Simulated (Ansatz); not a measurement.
# Tl: a hydrostatic pressure series

An exercise on one series of results from a longer session: the logs are not shown, and one member is left open.

Method: DFT PBE+D3(BJ), scalar-relativistic, plane waves, PAW, in Ansatz 0.2.0.

1 further run of the same task is left out (set aside as unsound or not needed).

## The structure to begin with

Symmetry: P6_3/mmc, No. 194, hexagonal system. Conventional cell: a = 3.535 Å, b = 3.535 Å, c = 5.473 Å, α = 90.00°, β = 90.00°, γ = 120.00°. Tl (site symmetry -6m2) is surrounded by 12 Tl at 3.41 to 3.53 Å.

Structure file:

```
Tl
1.0
     3.53456    0.00000    0.00000
    -1.76728    3.06102    0.00000
     0.00000    0.00000    5.47338
Tl
2
Cartesian
  0.0000 2.0407 1.3683
  1.7673 1.0203 4.1050
```

It is the result of an earlier relaxation at this level (volume 29.61 Å³/atom; gap on the mesh: none (metal)).

Set-up of the first run:

Contents of input.yaml:

```yaml
crystal:
  lattice:
    - [3.5462188925, 0.0, 0.0]
    - [-1.7731094463, 3.0711156483, 0.0]
    - [0.0, 0.0, 5.4914313155]
  atoms:
    - { symbol: Tl, position: [0.3333333333, 0.6666666667, 0.25] }
    - { symbol: Tl, position: [0.6666666667, 0.3333333333, 0.75] }
basis:
  ecutwfc: 420
kpoints:
  mp_grid: { grid: [15, 15, 8] }
hamiltonian:
  xc: pbe
  dispersion: d3bj
scf:
  occupations: { method: gaussian, width: 0.1 }
output:
  forces: true
  stress: true
  eigenvalues: true
relax:
  adjacent_minimum: "off"
  f_tol: 0.008
  max_steps: 50
  cell: { stress_tol: 0.08, p_target: -1.0 }
```

On the command line:

```console
ansatz run input.yaml --threads 1 --pin off --max-ram 1331MiB --backend cpu --events-out ev --progress --plain --runs-dir out
```

Steps of the session up to this table: Relaxing at -1 GPa; Relaxing at 1 GPa; 4 GPa; Relaxing at 12 GPa; Target pressure 25 GPa; Relaxing at 50 GPa; 90 GPa.

One of the session's tables, all rows but one given; the rest of the session is left out.

It belongs to the step «Volume, cell and gap against pressure». Lengths are those of the vectors of the cell that was run:

| P (GPa) | V (Å³/atom) | a (Å) | b (Å) | c (Å) | ΔH (eV/atom) |
| --- | --- | --- | --- | --- | --- |
| -1 | 30.62 | 3.576 | 3.576 | 5.532 | -0.188 |
| 0 | 29.61 | 3.535 | 3.535 | 5.473 | 0.000 |
| 1 | 28.78 | 3.499 | 3.499 | 5.428 | 0.182 |
| 4 | 26.88 | 3.387 | 3.387 | 5.412 | 0.702 |
| 12 | ? | ? | ? | ? | ? |
| 25 | 21.43 | 3.114 | 3.114 | 5.103 | 3.794 |
| 50 | 18.84 | 2.981 | 2.981 | 4.894 | 6.914 |
| 90 | 16.62 | 2.865 | 2.865 | 4.676 | 11.313 |

Estimate the missing values for P (GPa) = 12.

Worked estimate for «V (Å³/atom)». A straight line through the neighbours (4, 26.88) and (25, 21.43) gives 26.88 + (21.43 − 26.88) × (12 − 4) / (25 − 4) = 24.80; a parabola fitted to 4 rows on both sides gives 24.61.

The run gave: V (Å³/atom): 23.95; a (Å): 3.233; b (Å): 3.233; c (Å): 5.291; ΔH (eV/atom): 1.963. In «V (Å³/atom)» the line misses by +0.85 and the parabola by +0.66.

ΔH is E + PV over the energy at zero pressure; a, b and c are the vectors of the computed cell. 
